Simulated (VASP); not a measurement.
# Li (P6/mmm) in VASP: notebook, part 2 of 2

VASP 6.6.1.

### Step 3. Relaxation of cell and atoms, PBE, target pressure 30 GPa, at which the enthalpy is minimised

Contents of INCAR:

```
SYSTEM = Li
ALGO = Normal
EDIFF = 1E-7
EDIFFG = -0.01
ENCUT = 600
GGA = PE
IBRION = 2
ISIF = 3
ISMEAR = -1
LASPH = .True.
LCHARG = .False.
LREAL = .False.
LWAVE = .False.
NELM = 80
NSW = 60
PREC = Accurate
PSTRESS = 300
SIGMA = 0.05
```

Contents of KPOINTS:

```
k-points
0
Gamma
  10 10 10
  0 0 0
```

Contents of POSCAR:

```
Li
1.0
    2.9357600000      0.0000000000      0.0000000000
   -1.4678800000      2.5424500000      0.0000000000
    0.0000000000      0.0000000000      2.7146800000
Li
1
Direct
    0.0000000000      0.0000000000      0.0000000000
```

Potentials or basis: VASP PAW PBE potentials, release 64 (Li_sv).

The run is started by

```sh
> cat potpaw_PBE.64/Li_sv/POTCAR > POTCAR
> mpirun -np 1 vasp_std > vasp.out
```

OUTCAR:

```text
SYSTEM = Li
   EDIFF = 1E-7
   EDIFFG = -0.01
   ENCUT = 600
   GGA = PE
   IBRION = 2
   ISIF = 3
   ISMEAR = -1
   LASPH = .True.
   LREAL = .False.
   NELM = 80
   NSW = 60
   PREC = Accurate
   PSTRESS = 300

 ion  position               nearest neighbor table
   1  0.000  0.000  0.000-

  LATTYP: Found a hexagonal cell.
 ALAT       =     2.9357600000
 C/A-ratio  =     0.9246941167

  Lattice vectors:

 A1 = (   2.9357600000,   0.0000000000,   0.0000000000)
 A2 = (  -1.4678800000,   2.5424500000,   0.0000000000)
 A3 = (   0.0000000000,   0.0000000000,   2.7146800000)

Analysis of symmetry for initial positions (statically):
=====================================================================
 Subroutine PRICEL returns:
 Original cell was already a primitive cell.

 Routine SETGRP: Setting up the symmetry group for a
 hexagonal supercell.

 Subroutine GETGRP returns: Found 24 space group operations
 (whereof 24 operations were pure point group operations)
 out of a pool of 24 trial point group operations.

The static configuration has the point symmetry D_6h.

Analysis of symmetry for dynamics (positions and initial velocities):
=====================================================================
 Subroutine PRICEL returns:
 Original cell was already a primitive cell.

 Routine SETGRP: Setting up the symmetry group for a
 hexagonal supercell.

 Subroutine GETGRP returns: Found 24 space group operations
 (whereof 24 operations were pure point group operations)
 out of a pool of 24 trial point group operations.

The dynamic configuration has the point symmetry D_6h.

 Subroutine INISYM returns: Found 24 space group operations
 (whereof 24 operations are pure point group operations),
 and found     1 'primitive' translations

----------------------------------------------------------------------------------------

                                     Primitive cell
[... 87 lines left out ...]
   ENCUT  =  600.0 eV  44.10 Ry    6.64 a.u.   5.86  5.86  5.42*2*pi/ulx,y,z
   NELM   =     80;   NELMIN=  2; NELMDL= -5     # of ELM steps
   EDIFF  = 0.1E-06   stopping-criterion for ELM
   LREAL  =      F    real-space projection
   EDIFFG = -.1E-01   stopping-criterion for IOM
   NSW    =     60    number of steps for IOM
   IBRION =      2    ionic relax: 0-MD 1-quasi-New 2-CG
   NFREE  =      1    steps in history (QN), initial steepest desc. (CG)
   ISIF   =      3    stress and relaxation
   ISYM   =      2    0-nonsym 1-usesym 2-fastsym
   POTIM  = 0.5000    time-step for ionic-motion
   TEBEG  =    0.0;   TEEND  =   0.0 temperature during run
   PSTRESS=  300.0 pullay stress
   NELECT =       3.0000    total number of electrons
   NUPDOWN=      -1.0000    fix difference up-down
   EMIN   =  10.00;   EMAX   =-10.00  energy-range for DOS
   EFERMI =   0.00;   METHOD = LEGACY
   ISMEAR =    -1;   SIGMA  =   0.05  broadening in eV -4-tet -1-fermi 0-gaus
   EFERMI_NEDOS =   21; number of points for ismear=-14 and -15
   IALGO  =     38    algorithm
   IMIX   =      4    mixing-type and parameters
     AMIX     =   0.40;   BMIX     =  1.00
     AMIX_MAG =   1.60;   BMIX_MAG =  1.00
  volume/ion in A,a.u.               =      20.26       136.74
  Fermi-wavevector in a.u.,A,eV,Ry     =   0.866067  1.636629 10.205344  0.750072
  Thomas-Fermi vector in A             =   1.984402
   LORBIT       =      0    0 simple, 1 ext, 2 COOP (PROOUT), +10 PAW based schemes
   GGA     = PE    functional components
   LHFCALC =     F    Hartree Fock is set to
   AEXX    =    0.0000 exact exchange contribution
   IVDW    =     0    specifies the selected vdW correction
   LEPSILON=     F    determine dielectric tensor
   LRPA    =     F    only Hartree local field effects (RPA)
 conjugate gradient relaxation of ions
 non-spin polarized calculation
  energy-cutoff  :      600.00
  volume of cell :       20.26
 maximum number of plane-waves:       690
 NGX is ok and might be reduce to    24
   NGX = 11   NGY = 11   NGZ = 11

--------------------------------------- Ionic step        1  -------------------------------------------

 number of electron       3.0000006 magnetization

 Free energy of the ion-electron system (eV)
  ---------------------------------------------------
  ext. energy  EPLUGINS =         0.00000000
  ---------------------------------------------------
  free energy    TOTEN  =        -1.83912970 eV

  energy without entropy =       -1.83475271  energy(sigma->0) =       -1.83694121

 E-fermi :   0.5861     XC(G=0):  -7.0438

 val. band max:        0.5420951065   @ k =   0.4000   0.1000   0.1000
 cond. band min:       0.6171755042   @ k =   0.2000   0.2000   0.3000
 fundamental gap:      0.0750803976
 Fermi energy:         0.5860954288

 k-point     1 :       0.0000    0.0000    0.0000
  band No.  band energies     occupation
      1     -46.0589      2.00000
      2      -2.9158      2.00000
      3      12.8378      0.00000
      4      14.1260      0.00000
      5      14.1260      0.00000
[... 368 lines left out ...]
--------------------------------------- Ionic step        6  -------------------------------------------

 number of electron       3.0000000 magnetization

 Free energy of the ion-electron system (eV)
  ---------------------------------------------------
  ext. energy  EPLUGINS =         0.00000000
  ---------------------------------------------------
  free energy    TOTEN  =        -1.28390456 eV

  energy without entropy =       -1.28131749  energy(sigma->0) =       -1.28261103

 E-fermi :   3.1078     XC(G=0):  -9.0417

 val. band max:        3.1011244622   @ k =   0.1000   0.1000   0.5000
 cond. band min:       3.4570786101   @ k =   0.2000   0.0000   0.5000
 fundamental gap:      0.3559541479
 Fermi energy:         3.1077776604

 k-point     1 :       0.0000    0.0000    0.0000
  band No.  band energies     occupation
      1     -42.6855      2.00000
      2      -0.7360      2.00000
      3      24.4756      0.00000
      4      24.7889      0.00000
      5      24.7890      0.00000
[... 216 lines left out ...]
  energy  without entropy=       -1.2813174914  energy(sigma->0) =       -1.28261103

  enthalpy is  TOTEN    =         0.5723285296 eV   P V=        1.8562330925

 reached required accuracy - stopping structural energy minimisation
```

OSZICAR:

```text
N       E                     dE             d eps       ncg     rms          rms(c)
DAV:   1     0.843494070365E+00    0.84349E+00   -0.76731E+02   855   0.452E+02
DAV:   2    -0.166727728152E+01   -0.25108E+01   -0.24422E+01  1170   0.619E+01
DAV:   3    -0.183631997111E+01   -0.16904E+00   -0.16768E+00  1085   0.108E+01
[... 51 lines left out ...]
DAV:   1    -0.128376249543E+01    0.33722E-03   -0.52046E-02   885   0.308E+00    0.154E-01
DAV:   2    -0.128385674368E+01   -0.94248E-04   -0.15946E-04   970   0.164E-01    0.947E-02
DAV:   3    -0.128390410693E+01   -0.47363E-04   -0.27157E-05  1060   0.548E-02    0.187E-03
DAV:   4    -0.128390453977E+01   -0.43284E-06   -0.13354E-07  1080   0.466E-03    0.128E-03
DAV:   5    -0.128390456293E+01   -0.23165E-07   -0.32575E-08   620   0.213E-03
   6 F= 0.57232853E+00 E0= 0.57362207E+00  d E =-.181585E-02
```

Run time: 11 s. Hardware: 1 thread of Intel Xeon 6975P-C (Granite Rapids), shared host; peak memory 0.13 GiB.

What came out:

| Item | Value |
| --- | --- |
| Free energy | -1.2839 eV |
| Relaxed volume | 9.91 Å³/atom |
| Relaxed cell | a = 2.339 Å, b = 2.339 Å, c = 2.092 Å, α = 90.00°, β = 90.00°, γ = 120.00° |
| Space group after relaxing (to 0.05 Å) | P6/mmm (No. 191) |
| Energy change on relaxing (the enthalpy is what falls) | +555.2 meV/atom |
| Ionic steps | 6 |
| Pressure after relaxing | 30.1 GPa |
| Band gap on the k mesh | none (metal or under the smearing width) |

Stress tensor (GPa, compression positive):
```
30.14  0.00  0.00
 0.00 30.14  0.00
 0.00  0.00 30.06
```

The path:
| step | energy change (eV) | largest force (eV/Å) | pressure (GPa) | volume (Å³) |
| --- | --- | --- | --- | --- |
| 1 | 0.0000 | 0.0000 | -0.16 | 20.26 |
| 2 | 0.3824 | 0.0000 | 21.56 | 11.01 |
| 3 | 0.5150 | 0.0000 | 28.07 | 10.15 |
| 4 | 0.5560 | 0.0000 | 30.12 | 9.92 |
| 5 | 0.5550 | 0.0000 | 30.10 | 9.92 |
| 6 | 0.5552 | 0.0000 | 30.11 | 9.91 |

Final structure:
```
CELL_PARAMETERS angstrom
2.33929 0.00000 0.00000
-1.16965 2.02589 0.00000
0.00000 0.00000 2.09180
ATOMIC_POSITIONS crystal
Li 0.00000 0.00000 0.00000
```

Levels at points of the mesh, in eV from the Fermi level:
| k point | band 1 | band 2 | band 3 | band 4 | band 5 |
| --- | --- | --- | --- | --- | --- |
| (0.00, 0.00, 0.00) | -45.79 | -3.84 | 21.37 | 21.68 | 21.68 |
| (0.50, 0.00, 0.00) | -45.58 | -0.63 | 6.14 | 15.18 | 21.97 |
| (0.00, 0.00, 0.50) | -45.53 | -1.08 | 6.03 | 26.70 | 26.70 |
| (0.50, 0.00, 0.50) | -45.35 | 6.40 | 6.49 | 9.71 | 16.32 |

Caveat: the cutoff is under 1.25 times the usual one of these potentials, so pressure, stress and relaxed cells hold a basis-set (Pulay) error; the cell is relaxed towards a set pressure, so the enthalpy falls and the energy may rise; the volume moved by over 15 % at a fixed basis, so the end points are rough.

### Step 4. Relaxation of cell and atoms, PBE

Edit INCAR of step 3 so:

```diff
@@ -16,3 +16,3 @@
 PREC = Accurate
-PSTRESS = 300
+PSTRESS = 0
 SIGMA = 0.05
```

KPOINTS is that of step 3.

POSCAR is that of step 3.

The run is started by

```sh
> cat potpaw_PBE.64/Li_sv/POTCAR > POTCAR
> mpirun -np 1 vasp_std > vasp.out
```

It took 11 s on 1 thread of Intel Xeon 6975P-C (Granite Rapids), shared host; peak memory 0.12 GiB.

The run converged. Its results:

```
Free energy                            : -1.8404 eV
Relaxed volume                         : 19.94 Å³/atom
Relaxed cell                           : a = 2.939 Å, b = 2.939 Å, c = 2.665 Å, α = 90.00°, β = 90.00°, γ = 120.00°
Space group after relaxing (to 0.05 Å) : P6/mmm (No. 191)
Energy gained by relaxing              : 1.3 meV/atom
Ionic steps                            : 6
Pressure after relaxing                : 0.0 GPa
Band gap on the k mesh                 : none (metal or under the smearing width)
```

The path:
```csv
step,energy change (eV),largest force (eV/Å),pressure (GPa),volume (Å³)
1,0.0000,0.0000,-0.16,20.26
2,-0.0007,0.0000,-0.14,20.20
3,-0.0012,0.0000,-0.10,20.09
4,-0.0012,0.0000,-0.10,20.10
5,-0.0012,0.0000,-0.07,20.05
6,-0.0013,0.0000,0.00,19.94
```

Final structure:
```yaml
crystal:
  lattice:
    - [2.93927, 0.00000, 0.00000]
    - [-1.46963, 2.54549, 0.00000]
    - [0.00000, 0.00000, 2.66459]
  atoms:
    - { symbol: Li, position: [0.00000, 0.00000, 0.00000] }
```

Levels at points of the mesh, in eV from the Fermi level:
| k point | band 1 | band 2 | band 3 | band 4 | band 5 |
| --- | --- | --- | --- | --- | --- |
| (0.00, 0.00, 0.00) | -46.61 | -3.51 | 12.88 | 13.45 | 13.45 |
| (0.50, 0.00, 0.00) | -46.59 | -0.20 | 2.79 | 9.55 | 13.42 |
| (0.00, 0.00, 0.50) | -46.58 | -0.56 | 2.28 | 16.28 | 16.28 |
| (0.50, 0.00, 0.50) | -46.57 | 3.92 | 4.06 | 6.46 | 9.07 |

Caveat: the cutoff is under 1.25 times the usual one of these potentials, so pressure, stress and relaxed cells hold a basis-set (Pulay) error.

### Step 5. The reference run

An earlier run on the cell as given: functional PBE; potentials or basis VASP PAW PBE potentials, release 64 (Li_sv); cutoff 520 eV; k mesh 10 × 10 × 10; occupations fermi-dirac, width 0.05 eV; no spin polarisation.

- Band gap on the k mesh: none (metal or under the smearing width)

### Step 6. The runs side by side

| task | cell | cutoff (eV) | target pressure | gap on the mesh (eV) | pressure (GPa) |
| --- | --- | --- | --- | --- | --- |
| relaxation of cell and atoms | relaxed to 20 GPa | 600 | 20 GPa | none | 19.9 |
| relaxation of cell and atoms | relaxed to 30 GPa | 600 | 30 GPa | none | 30.1 |
| relaxation of cell and atoms | relaxed | 600 | - | none | 0.0 |
| single point | as given | 520 | - | none | - |

Alike in all rows: level PBE; potentials or basis VASP PAW PBE potentials, release 64 (Li_sv); no spin polarisation; k mesh 10 × 10 × 10; smearing fermi-dirac 0.05 eV.

Caveats: the cutoff is under 1.25 times the usual one of these potentials, so pressure, stress and relaxed cells hold a basis-set (Pulay) error; the cell is relaxed towards a set pressure, so the enthalpy falls and the energy may rise (some runs); the volume moved by over 15 % at a fixed basis, so the end points are rough (some runs).

Total energies depend on the potentials used, so only differences within one code and one set of settings carry meaning.
